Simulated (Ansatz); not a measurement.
Here is an Ansatz 0.2.0 calculation.

input.yaml

```yaml
crystal:
  lattice:
    - [3.122402, 0.0, 0.0]
    - [0.0, 4.347518, 0.0]
    - [-0.038915, 0.0, 4.405852]
  atoms:
    - { symbol: Sb, position: [0.011389, 0.25, 0.241166] }
    - { symbol: Sb, position: [0.988611, 0.75, 0.758834] }
hamiltonian:
  xc: pbesol
  pseudopotentials: { kind: paw_fr }
magnetization:
  noncollinear: true
  spin_orbit: true
kpoints:
  mp_grid: { grid: [9, 6, 6] }
  band_path:
    path:
      - [[0.0, 0.0, 0.0], [0.0, 0.0, 0.5], [-0.496909211, 0.0, 0.5061930597], [-0.5, 0.0, 0.5], [-0.5, 0.5, 0.5], [-0.503090789, 0.5, 0.4938069403], [-0.5, 0.5, 0.0], [-0.5, 0.0, 0.0], [-0.503090789, 0.0, 0.4938069403]]
      - [[-0.496909211, 0.5, 0.5061930597], [0.0, 0.5, 0.5], [0.0, 0.5, 0.0]]
      - [[0.0, 0.0, 0.5], [0.0, 0.5, 0.5]]
    npoints: 14
scf:
  occupations: { method: fermi_dirac, width: 0.05 }
  n_extra_bands: 6
output:
  forces: true
  stress: true
  eigenvalues: true
  fatbands: true
```

Potentials or basis: Ansatz PAW.

Launch:

```sh
$ ansatz run input.yaml --threads 2 --pin off --max-ram 5632MiB --backend cpu --events-out ev --progress --plain --runs-dir out
```

Problem. What does it give for the largest force?

Solution. 0.057 eV/Å.

Problem. Predict the band gap on the k mesh.

Solution. None (metal or under the smearing width).

Problem. What does it give for the pressure?

Solution. -2.2 GPa.

Stress tensor (GPa, compression positive):
```
-2.13  0.00  0.10
 0.00 -2.31  0.00
 0.10  0.00 -2.05
```

Caveat: the PAW data sets come from PBE, with cores solved anew for the run's functional, which leaves a small shift of forces and pressure.
